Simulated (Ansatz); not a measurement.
input.yaml

```yaml
crystal:
  lattice:
    - [4.1565024026, 0.0, 0.0]
    - [-2.0782512013, 3.5996366715, 0.0]
    - [0.0, 0.0, 24.6359825008]
  atoms:
    - { symbol: P, position: [0.0, 0.0, 0.3450237879] }
    - { symbol: In, position: [0.3333333333, 0.6666666667, 0.3794629461] }
    - { symbol: P, position: [0.3333333333, 0.6666666667, 0.4827804209] }
    - { symbol: In, position: [0.6666666667, 0.3333333333, 0.5172195791] }
    - { symbol: P, position: [0.6666666667, 0.3333333333, 0.6205370539] }
    - { symbol: In, position: [0.0, 0.0, 0.6549762121] }
basis:
  ecutwfc: 420
kpoints:
  mp_grid: { grid: [9, 9, 1] }
hamiltonian:
  xc: pbesol
scf:
  occupations: { method: gaussian, width: 0.05 }
output:
  forces: true
  eigenvalues: true
  write_density: true
  write_potential: true
  elf: true
  volumetric_format: npy
relax:
  adjacent_minimum: "off"
  f_tol: 0.03
  max_steps: 70
  constraints: [{ sites: [0, 1, 2] }]
efield:
  axis: 3
  dipole_correction: true
  ramp_width: 0.04
```

Launched with
```bash
ansatz run input.yaml --threads 2 --pin off --max-ram 5120MiB --backend cpu --events-out ev --progress --plain --runs-dir out
```

All numbers below come from DFT PBEsol, scalar-relativistic, plane waves, PAW (Ansatz 0.2.0).

Part of what the program printed, abridged (iterations and final results):

```
SCF iter   1: F=—  HF=-18795.425386 eV  |F-HF|=—  |Δ(HF+E_count)|=         —  Δρ=3.85e-3  dr2=1.93e-1  ethr=1.77e-3  p=0.204 e·Å  D=9.99e-2 V/Å  ΔV_dip=-2.46 eV  dr2_dipole=2.28e-2  V_vac-E_F(+/−)=3.39/5.85 eV  ⟨swp⟩=10.2  Hψ=2248  notcnv=0  defer=5
efield: sawtooth ramp at fractional position 0.9800 (placed from the atoms, in the widest stretch of the axis that holds none; the zero of the levels goes with the place), width 0.0400; the density the first Hamiltonian is built on has a dipole p = 0.204 e·Å; the dipole correction subtracts the counter field D = 9.99e-2 V/Å, which shifts the + side's vacuum level by -2.46 eV against the − side's; the planar-averaged density in the ramp window peaks in size at 8.8e-6 e/Å³
SCF iter   2: F=—  HF=-18795.398410 eV  |F-HF|=—  |Δ(HF+E_count)|=   2.70e-2  Δρ=2.20e-3  dr2=4.75e-2  ethr=3.57e-4  p=0.213 e·Å  D=1.04e-1 V/Å  ΔV_dip=-2.57 eV  dr2_dipole=1.30e-2  V_vac-E_F(+/−)=3.34/5.91 eV  ⟨swp⟩=4.0  Hψ=938  notcnv=0  defer=15
SCF iter   3: F=—  HF=-18795.394175 eV  |F-HF|=—  |Δ(HF+E_count)|=   4.23e-3  Δρ=8.59e-4  dr2=9.75e-3  ethr=8.80e-5  p=0.213 e·Å  D=1.05e-1 V/Å  ΔV_dip=-2.58 eV  dr2_dipole=1.42e-3  V_vac-E_F(+/−)=3.35/5.93 eV  ⟨swp⟩=2.1  Hψ=692  notcnv=0  defer=15
SCF iter   4: F=—  HF=-18795.393076 eV  |F-HF|=—  |Δ(HF+E_count)|=   1.10e-3  Δρ=5.59e-4  dr2=5.83e-3  ethr=1.81e-5  p=0.210 e·Å  D=1.03e-1 V/Å  ΔV_dip=-2.54 eV  dr2_dipole=1.38e-3  V_vac-E_F(+/−)=3.38/5.92 eV  ⟨swp⟩=2.0  Hψ=666  notcnv=0  defer=15
SCF iter   5: F=—  HF=-18795.392555 eV  |F-HF|=—  |Δ(HF+E_count)|=   5.21e-4  Δρ=3.49e-4  dr2=2.12e-3  ethr=1.08e-5  p=0.209 e·Å  D=1.02e-1 V/Å  ΔV_dip=-2.52 eV  dr2_dipole=3.55e-4  V_vac-E_F(+/−)=3.40/5.92 eV  ⟨swp⟩=2.8  Hψ=649  notcnv=0  defer=15
SCF iter   6: F=—  HF=-18795.392217 eV  |F-HF|=—  |Δ(HF+E_count)|=   3.37e-4  Δρ=1.31e-4  dr2=4.06e-4  ethr=3.92e-6  p=0.207 e·Å  D=1.02e-1 V/Å  ΔV_dip=-2.51 eV  dr2_dipole=7.88e-5  V_vac-E_F(+/−)=3.42/5.93 eV  ⟨swp⟩=2.4  Hψ=577  notcnv=0  defer=15
SCF iter   7: F=—  HF=-18795.392188 eV  |F-HF|=—  |Δ(HF+E_count)|=   2.94e-5  Δρ=4.75e-5  dr2=2.83e-5  ethr=7.51e-7  p=0.206 e·Å  D=1.01e-1 V/Å  ΔV_dip=-2.49 eV  dr2_dipole=1.15e-6  V_vac-E_F(+/−)=3.43/5.93 eV  ⟨swp⟩=2.1  Hψ=477  notcnv=0  defer=15
SCF iter   8: F=-18795.392179 eV  HF=-18795.392191 eV  |F-HF|=1.15e-5  |Δ(HF+E_count)|=   2.93e-6  Δρ=1.72e-5  dr2=9.68e-6  ethr=4.17e-8  p=0.206 e·Å  D=1.01e-1 V/Å  ΔV_dip=-2.49 eV  dr2_dipole=3.66e-6  V_vac-E_F(+/−)=3.44/5.93 eV  ⟨swp⟩=21.8  Hψ=5054  notcnv=0
SCF 1 converged in 8 iterations: F = -18795.392179 eV  dr2 = 9.68e-6
relax step   1: F+E_penalty+E_count = -18795.39217948 eV  Δ(F+E_penalty+E_count) = +0.000e0 eV  max|allowed force component| = 6.769e-1 eV/Å  Δτ_max = 0.0000 Å  (8 SCF iters, dr2 threshold 2.25e-5 eV, accepted)
Initial density: handed on by an earlier stage of this run
Initial wavefunctions: those handed on with the density
SCF iter   1: F=—  HF=-18795.455295 eV  |F-HF|=—  |Δ(HF+E_count)|=         —  Δρ=3.18e-3  dr2=8.58e-1  ethr=1.63e-3  p=0.206 e·Å  D=1.01e-1 V/Å  ΔV_dip=-2.49 eV  dr2_dipole=4.74e-1  V_vac-E_F(+/−)=3.33/5.82 eV  ⟨swp⟩=1.1  Hψ=1550  notcnv=0  defer=12
efield: sawtooth ramp at fractional position 0.9800 (handed on by an earlier solve), width 0.0400; the density the first Hamiltonian is built on has a dipole p = 0.206 e·Å; the dipole correction subtracts the counter field D = 1.01e-1 V/Å, which shifts the + side's vacuum level by -2.49 eV against the − side's; the planar-averaged density in the ramp window peaks in size at 1.7e-7 e/Å³
SCF iter   2: F=—  HF=-18795.570029 eV  |F-HF|=—  |Δ(HF+E_count)|=   1.15e-1  Δρ=1.07e-2  dr2=1.13e1  ethr=1.59e-3  p=0.258 e·Å  D=1.26e-1 V/Å  ΔV_dip=-3.11 eV  dr2_dipole=6.56e0  V_vac-E_F(+/−)=3.12/6.24 eV  ⟨swp⟩=2.8  Hψ=482  notcnv=0  defer=12  recentre
SCF iter   3: F=—  HF=-18795.442860 eV  |F-HF|=—  |Δ(HF+E_count)|=   1.27e-1  Δρ=2.28e-3  dr2=4.70e-1  ethr=1.59e-3  p=0.210 e·Å  D=1.03e-1 V/Å  ΔV_dip=-2.54 eV  dr2_dipole=2.61e-1  V_vac-E_F(+/−)=3.33/5.86 eV  ⟨swp⟩=2.0  Hψ=542  notcnv=0  defer=14
SCF iter   4: F=—  HF=-18795.435360 eV  |F-HF|=—  |Δ(HF+E_count)|=   7.50e-3  Δρ=1.00e-3  dr2=4.61e-2  ethr=8.70e-4  p=0.217 e·Å  D=1.07e-1 V/Å  ΔV_dip=-2.63 eV  dr2_dipole=2.18e-2  V_vac-E_F(+/−)=3.29/5.92 eV  ⟨swp⟩=1.4  Hψ=399  notcnv=0  defer=15
SCF iter   5: F=—  HF=-18795.433785 eV  |F-HF|=—  |Δ(HF+E_count)|=   1.58e-3  Δρ=4.62e-4  dr2=1.04e-2  ethr=8.53e-5  p=0.218 e·Å  D=1.07e-1 V/Å  ΔV_dip=-2.64 eV  dr2_dipole=5.14e-3  V_vac-E_F(+/−)=3.31/5.95 eV  ⟨swp⟩=2.0  Hψ=447  notcnv=0  defer=16
SCF iter   6: F=—  HF=-18795.433435 eV  |F-HF|=—  |Δ(HF+E_count)|=   3.50e-4  Δρ=3.26e-4  dr2=8.87e-3  ethr=1.93e-5  p=0.218 e·Å  D=1.07e-1 V/Å  ΔV_dip=-2.64 eV  dr2_dipole=4.65e-3  V_vac-E_F(+/−)=3.31/5.95 eV  ⟨swp⟩=1.9  Hψ=435  notcnv=0  defer=16
SCF iter   7: F=—  HF=-18795.433318 eV  |F-HF|=—  |Δ(HF+E_count)|=   1.17e-4  Δρ=1.21e-4  dr2=1.44e-3  ethr=1.64e-5  p=0.218 e·Å  D=1.07e-1 V/Å  ΔV_dip=-2.64 eV  dr2_dipole=7.80e-4  V_vac-E_F(+/−)=3.31/5.95 eV  ⟨swp⟩=1.1  Hψ=381  notcnv=0  defer=16
SCF iter   8: F=—  HF=-18795.433291 eV  |F-HF|=—  |Δ(HF+E_count)|=   2.74e-5  Δρ=2.67e-5  dr2=3.84e-5  ethr=2.66e-6  p=0.219 e·Å  D=1.07e-1 V/Å  ΔV_dip=-2.64 eV  dr2_dipole=1.99e-5  V_vac-E_F(+/−)=3.31/5.95 eV  ⟨swp⟩=1.8  Hψ=437  notcnv=0  defer=16
SCF iter   9: F=-18795.433266 eV  HF=-18795.433288 eV  |F-HF|=2.25e-5  |Δ(HF+E_count)|=   2.77e-6  Δρ=1.37e-5  dr2=1.50e-5  ethr=5.30e-8  p=0.219 e·Å  D=1.07e-1 V/Å  ΔV_dip=-2.64 eV  dr2_dipole=8.07e-6  V_vac-E_F(+/−)=3.31/5.95 eV  ⟨swp⟩=20.6  Hψ=4196  notcnv=0
SCF 2 converged in 9 iterations: F = -18795.433266 eV  dr2 = 1.50e-5
  Residual-converged pass: ⟨swp⟩=1.1  Hψ=450  notcnv=0  max |occ|·‖R‖ = 6.9e-9 eV (tolerance 1.0e-8 eV) dr2=1.50e-5  dr2_onsite=2.12e-8  max |Δocc| = 1.1e-10
relax step   2: F+E_penalty+E_count = -18795.43326558 eV  Δ(F+E_penalty+E_count) = -4.109e-2 eV  max|allowed force component| = 1.269e-1 eV/Å  Δτ_max = 0.0672 Å  (9 SCF iters, dr2 threshold 2.86e-5 eV, accepted)
SCF iter   1: F=—  HF=-18795.435164 eV  |F-HF|=—  |Δ(HF+E_count)|=         —  Δρ=7.23e-4  dr2=3.08e-2  ethr=1.72e-3  p=0.219 e·Å  D=1.07e-1 V/Å  ΔV_dip=-2.64 eV  dr2_dipole=1.56e-2  V_vac-E_F(+/−)=3.30/5.94 eV  ⟨swp⟩=3.0  Hψ=675  notcnv=0  defer=14
efield: sawtooth ramp at fractional position 0.9800 (handed on by an earlier solve), width 0.0400; the density the first Hamiltonian is built on has a dipole p = 0.219 e·Å; the dipole correction subtracts the counter field D = 1.07e-1 V/Å, which shifts the + side's vacuum level by -2.64 eV against the − side's; the planar-averaged density in the ramp window peaks in size at 9.3e-8 e/Å³
SCF iter   2: F=—  HF=-18795.434999 eV  |F-HF|=—  |Δ(HF+E_count)|=   1.65e-4  Δρ=3.10e-4  dr2=1.59e-3  ethr=5.70e-5  p=0.222 e·Å  D=1.09e-1 V/Å  ΔV_dip=-2.69 eV  dr2_dipole=7.78e-4  V_vac-E_F(+/−)=3.28/5.97 eV  ⟨swp⟩=1.7  Hψ=508  notcnv=0  defer=14
SCF iter   3: F=—  HF=-18795.434912 eV  |F-HF|=—  |Δ(HF+E_count)|=   8.72e-5  Δρ=1.42e-4  dr2=4.88e-4  ethr=2.95e-6  p=0.221 e·Å  D=1.08e-1 V/Å  ΔV_dip=-2.67 eV  dr2_dipole=1.37e-4  V_vac-E_F(+/−)=3.28/5.95 eV  ⟨swp⟩=2.0  Hψ=653  notcnv=0  defer=14
SCF iter   4: F=—  HF=-18795.434727 eV  |F-HF|=—  |Δ(HF+E_count)|=   1.85e-4  Δρ=3.82e-5  dr2=2.98e-5  ethr=9.04e-7  p=0.221 e·Å  D=1.09e-1 V/Å  ΔV_dip=-2.67 eV  dr2_dipole=4.94e-8  V_vac-E_F(+/−)=3.28/5.96 eV  ⟨swp⟩=2.7  Hψ=605  notcnv=0  defer=14
SCF iter   5: F=—  HF=-18795.434725 eV  |F-HF|=—  |Δ(HF+E_count)|=   2.23e-6  Δρ=2.41e-5  dr2=1.16e-5  ethr=5.52e-8  p=0.221 e·Å  D=1.08e-1 V/Å  ΔV_dip=-2.67 eV  dr2_dipole=1.13e-6  V_vac-E_F(+/−)=3.28/5.96 eV  ⟨swp⟩=2.0  Hψ=483  notcnv=0  defer=14
SCF iter   6: F=—  HF=-18795.434723 eV  |F-HF|=—  |Δ(HF+E_count)|=   1.42e-6  Δρ=1.32e-5  dr2=4.85e-6  ethr=2.15e-8  p=0.221 e·Å  D=1.08e-1 V/Å  ΔV_dip=-2.67 eV  dr2_dipole=1.34e-6  V_vac-E_F(+/−)=3.29/5.96 eV  ⟨swp⟩=2.0  Hψ=469  notcnv=0  defer=14
SCF iter   7: F=—  HF=-18795.434723 eV  |F-HF|=—  |Δ(HF+E_count)|=   4.90e-7  Δρ=6.20e-6  dr2=1.03e-6  ethr=8.98e-9  p=0.221 e·Å  D=1.08e-1 V/Å  ΔV_dip=-2.67 eV  dr2_dipole=4.09e-7  V_vac-E_F(+/−)=3.29/5.96 eV  ⟨swp⟩=2.2  Hψ=578  notcnv=0  defer=14
SCF iter   8: F=-18795.434723 eV  HF=-18795.434723 eV  |F-HF|=1.02e-8  |Δ(HF+E_count)|=   3.75e-9  Δρ=2.38e-6  dr2=5.10e-8  ethr=1.86e-9  p=0.221 e·Å  D=1.08e-1 V/Å  ΔV_dip=-2.67 eV  dr2_dipole=1.43e-8  V_vac-E_F(+/−)=3.29/5.96 eV  ⟨swp⟩=19.4  Hψ=3831  notcnv=0
SCF 3 converged in 8 iterations: F = -18795.434723 eV  dr2 = 5.10e-8
relax step   3: F+E_penalty+E_count = -18795.43472290 eV  Δ(F+E_penalty+E_count) = -1.457e-3 eV  max|allowed force component| = 8.360e-3 eV/Å  Δτ_max = 0.0290 Å  (8 SCF iters, dr2 threshold 1.01e-6 eV, accepted)
SCF iter   1: F=—  HF=-18795.434723 eV  |F-HF|=—  |Δ(HF+E_count)|=         —  Δρ=2.37e-6  dr2=5.14e-8  ethr=8.89e-11  p=0.221 e·Å  D=1.08e-1 V/Å  ΔV_dip=-2.67 eV  dr2_dipole=1.45e-8  V_vac-E_F(+/−)=3.29/5.96 eV  ⟨swp⟩=1.0  Hψ=1080  notcnv=0
efield: sawtooth ramp at fractional position 0.9800 (handed on by an earlier solve), width 0.0400; the density the first Hamiltonian is built on has a dipole p = 0.221 e·Å; the dipole correction subtracts the counter field D = 1.08e-1 V/Å, which shifts the + side's vacuum level by -2.67 eV against the − side's; the planar-averaged density in the ramp window peaks in size at 8.9e-8 e/Å³
SCF iter   2: F=-18795.434723 eV  HF=-18795.434723 eV  |F-HF|=3.81e-8  |Δ(HF+E_count)|=   3.39e-7  Δρ=1.77e-6  dr2=3.89e-8  ethr=8.89e-11  p=0.221 e·Å  D=1.08e-1 V/Å  ΔV_dip=-2.67 eV  dr2_dipole=9.94e-9  V_vac-E_F(+/−)=3.29/5.96 eV  ⟨swp⟩=11.3  Hψ=3010  notcnv=0
SCF 4 converged in 2 iterations: F = -18795.434723 eV  dr2 = 3.89e-8
relax step   4: F+E_penalty+E_count = -18795.43472291 eV  Δ(F+E_penalty+E_count) = -9.997e-9 eV  max|allowed force component| = 8.352e-3 eV/Å  Δτ_max = 0.0000 Å  (2 SCF iters, accepted)
WARN: The input density's exchange-correlation potential varies sharply where the density is thin. Do not read a vacuum level from v_tot or v_xc, or from such a field of the output density. On a cell that repeats whose density bears no net charge and no dipole along the vacuum's axis use v_es (v_loc + v_h of the components); under efield.dipole_correction with no amplitude use v_es + v_field, which holds any external_charges[].barrier, or the levels of the report's work_function block, which leave it out; under a non-zero efield.amplitude the vacuum is tilted and has no level; on a cell that repeats and bears such a dipole with no correction it is tilted too, and efield.dipole_correction wit ...
SCF converged after 2 iterations
Free energy (F): -18795.434723 eV
Harris-Foulkes:  -18795.434723 eV  (|F-HF|=3.81e-8)
Internal energy: -18795.427983 eV  (E = F + TS)
E sigma→0 (E₀):  -18795.431353 eV
Entropy (-TS):   -0.006740 eV (-1.123 meV/atom)
Fermi energy:    0.274176 eV
Dipole field:    D = 0.108263 V/Å  (p = 0.220534 e·Å, saw-weighted, corrected)
Work function:   Φ+ = 3.2885 eV   Φ− = 5.9557 eV
Levels:          The Fermi level and band energies are counted from a zero that moves with the ramp; work functions are not
--- Per-component energies (eV) ---
  E_band       = -539.550904
  E_kinetic    = 936.358612
  E_local      = -30549.501561  (includes V_loc(G=0)·N_el)
  E_nonlocal   = 1207.687546
  E_hartree    = 14638.043626
  E_xc         = -820.353705
  E_vxc        = -477.638555  (∫ρ·V_xc dr)
  E_paw        = -13914.702397  (= ΣΔE_a)
  E_vpaw       = -931.616296  (= ΣTr[D̂ρ^β])
  E_aug_tail   = 0.000087  (compensation charges beyond the density's cutoff)
  E_efield     = 0.011938  (sawtooth field / dipole correction)
  E_vefield    = -0.934815  (∫n·V_field dr)
  E_ewald      = 9706.181876
  E_core_change = 0.845996  (= ΣΔE_core)
  E_smearing   = -0.006740  (= −TS)
--- Forces (eV/Å), atoms counted from 1 ---
  atom   1  P      0.00000000     0.00000000     0.23175767
  atom   2  In     0.00000000     0.00000000    -0.76517249
  atom   3  P      0.00000000     0.00000000     0.55348743
  atom   4  In     0.00000000     0.00000000    -0.00467686
  atom   5  P      0.00000000     0.00000000    -0.00705175
  atom   6  In     0.00000000     0.00000000    -0.00835162
--- Band table (eV; the first three rows and the last of 12) ---
  k-point 0: bands = ["-15.0935", "-15.0315", "-15.0315", "-14.9119", "-14.9119", "-14.5750", "-14.4708", "-14.4708", "-14.3507", "-14.3507", "-13.6454", "-13.4905", "-13.4905", "-13.3794", "-13.3794", "-11.8253", "-10.9716", "-9.5923", "-5.2800", "-3.3751", "-1.5377", "-1.5377", "-1.0086", "-0.8227", "-0.8227", "0.4121", "0.4612", "0.4612", "0.9857", "1.6459", "2.2146", "3.6061", "3.6385"]
  k-point 1: bands = ["-15.1032", "-15.0257", "-15.0254", "-14.9146", "-14.9094", "-14.5739", "-14.4760", "-14.4644", "-14.3538", "-14.3487", "-13.6388", "-13.4995", "-13.4852", "-13.3822", "-13.3768", "-11.7090", "-10.8621", "-9.4841", "-5.2403", "-3.4658", "-2.3354", "-1.8749", "-1.7384", "-1.0030", "-0.6982", "-0.1913", "0.2838", "0.6417", "1.5254", "2.0964", "2.8623", "3.3830", "3.7281"]
  k-point 2: bands = ["-15.1302", "-15.0118", "-15.0094", "-14.9205", "-14.9010", "-14.5800", "-14.4803", "-14.4502", "-14.3610", "-14.3418", "-13.6254", "-13.5195", "-13.4737", "-13.3888", "-13.3682", "-11.3768", "-10.5529", "-9.1779", "-5.2610", "-4.2029", "-3.1253", "-2.9249", "-2.1649", "-1.5689", "-1.4000", "-0.1996", "-0.1081", "0.5485", "1.8257", "2.4182", "3.1242", "3.5526", "3.9827"]
  k-point 11: bands = ["-15.1725", "-15.0017", "-14.9739", "-14.9160", "-14.8960", "-14.6026", "-14.4645", "-14.4406", "-14.3560", "-14.3398", "-13.5988", "-13.5456", "-13.4703", "-13.3824", "-13.3631", "-10.1238", "-9.5052", "-8.1212", "-6.4355", "-5.9232", "-4.8845", "-4.1592", "-3.5401", "-2.7781", "-2.0977", "-1.8011", "-0.0404", "0.3742", "2.6150", "3.0422", "3.9363", "4.3544", "4.8401"]
--- Relaxed structure (4 steps of the walk, 4 accepted, 0 SCFs on fresh bases) ---
  F+E_penalty+E_count = -18795.43472291 eV   max|allowed force component| = 8.352e-3 eV/Å
  atoms:
    - { symbol: P, position: [0.0, 0.0, 0.3450237879] }
    - { symbol: In, position: [0.33333333, 0.66666666, 0.3794629461] }
    - { symbol: P, position: [0.33333333, 0.66666666, 0.4827804209] }
    - { symbol: In, position: [0.66666666, 0.33333333, 0.51446031] }
    - { symbol: P, position: [0.66666666, 0.33333333, 0.62259633] }
    - { symbol: In, position: [0.0, 0.0, 0.65280283] }
```

The relaxation met its thresholds.

It took 17 s on 2 threads of Intel(R) Xeon(R) 6975P-C (Granite Rapids) (shared host), peak memory 0.61 GiB.